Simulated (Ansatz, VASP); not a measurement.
**Two plane-wave programs on AlNi**

Contents of INCAR:

```
PREC = Accurate ; ENCUT = 520
EDIFF = 1E-6 ; ISMEAR = -1
SIGMA = 0.1 ; LREAL = F
LASPH = T ; NELM = 100
ALGO = Normal ; ISIF = 2
LWAVE = F ; LCHARG = F
GGA = PE ; NBANDS = 14
```

The input KPOINTS:

```
Automatic mesh
0
Gamma
  15 15 15
```

Contents of POSCAR:

```
AlNi
1.0
    0.0000000000      1.9904868674      1.9904868674
    1.9904868674      0.0000000000      1.9904868674
    1.9904868674      1.9904868674      0.0000000000
Ni Al
1 1
Direct
    0.0000000000      0.0000000000      0.0000000000
    0.5000000000      0.5000000000      0.5000000000
```

Input for Ansatz:

```yaml
crystal:
  lattice:
    - [0.0, 1.9904868674, 1.9904868674]
    - [1.9904868674, 0.0, 1.9904868674]
    - [1.9904868674, 1.9904868674, 0.0]
  atoms:
    - { symbol: Ni, position: [0.0, 0.0, 0.0] }
    - { symbol: Al, position: [0.5, 0.5, 0.5] }
kpoints:
  mp_grid: { grid: [15, 15, 15] }
scf:
  occupations: { method: fermi_dirac, width: 0.1 }
hamiltonian:
  xc: pbe
  pseudopotentials: { kind: paw, level: accurate }
output:
  forces: true
  stress: true
  eigenvalues: true
  write_density: true
  write_potential: true
  elf: true
  volumetric_format: npy
```

Alike in both runs: task single point; functional PBE; k mesh 15 × 15 × 15; occupations fermi-dirac, width 0.1 eV; no spin polarisation.

|  | VASP | Ansatz |
| --- | --- | --- |
| version | VASP 6.6.1 | Ansatz 0.2.0 |
| potentials or method | VASP PAW PBE potentials, release 64 (Ni, Al) | PAW with other files of Ansatz's library (level accurate), scalar-relativistic |
| plane-wave cutoff (eV) | 520 | 1080 |
| valence electrons in the cell | 13 | 29 |

Ansatz gave:

```
pressure (GPa) : 229.4
```

Q: Which values does VASP return?

A: Pressure (GPa): 230.7.

The two sets of potentials don't hold the same shells in valence.

Caveats: the cell as given lies far from equilibrium; so large a pressure means that the cell lies far from this level's equilibrium, or that cutoff or potentials fall short (VASP). Spin polarisation is off, so any magnetic state and its effect on volume and gap are missing.
